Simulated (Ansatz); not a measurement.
BN in the zincblende structure: a field-response calculation (clamped ions) in the PAW code Ansatz (r2SCAN). The geometry is the r2SCAN minimum.

```yaml
crystal:
  lattice:
    - [0.0, 1.8048254656, 1.8048254656]
    - [1.8048254656, 0.0, 1.8048254656]
    - [1.8048254656, 1.8048254656, 0.0]
  atoms:
    - { symbol: B, position: [0.0, 0.0, 0.0] }
    - { symbol: "N", position: [0.25, 0.25, 0.25] }
kpoints:
  mp_grid: { grid: [10, 10, 10] }
hamiltonian:
  xc: r2scan
scf:
  occupations: { method: fixed }
dielectric: {}
```

In the abridged output below, numbers in square brackets stand for lines, or ends of lines, that were taken out.
```
Functional definition: r2SCAN
Crystal: 2 atoms, lattice volume = 11.758 Å³
[1]
Bands: 8, of which v1, the nominal top of the filled ones, is band 4 counted from 1 (3 counted from 0)
Symmetry: 24 space group operations
[2]
SCF 1 converged in 7 iterations: F = -544.006606 eV  dr2 = 8.36e-12
Free energy (F): -544.006606 eV
Fermi energy:    11.080566 eV
  ε∞ (high-frequency dielectric tensor):
[3]
  Born effective charges Z* (e; rows j = field, columns β = displacement):
    site 0:
[4]
    site 1:
[5]
```

Question: Give the withheld lines. They hold the Born charges, ε∞ (with the ionic part, where printed), cutoff and plane waves at Γ, the count of irreducible k points.

Answer:
```
[1]
Basis set: ecut = 500 eV, 307 PW (Γ)
[2]
k-points: 171 of 1000 (irreducible under 4 space group operations, time reversal used)
[3]
        4.452841     0.000000     0.000000
        0.000000     4.452841     0.000000
        0.000000     0.000000     4.452841
[4]
         1.98261    0.00000    0.00000
         0.00000    1.98261    0.00000
         0.00000    0.00000    1.98261
[5]
        -1.98261    0.00000    0.00000
         0.00000   -1.98261    0.00000
         0.00000    0.00000   -1.98261
```

Command: `ansatz run input.yaml --threads 2 --pin off --max-ram 2211MiB --backend cpu --events-out ev --progress --plain --runs-dir out`. Wall time 5.8 s on 2 threads of Arm Neoverse V1 (shared host), load about 0.8 per core; peak host memory 0.36 GiB.

Calculated for a static, non-magnetic cell.
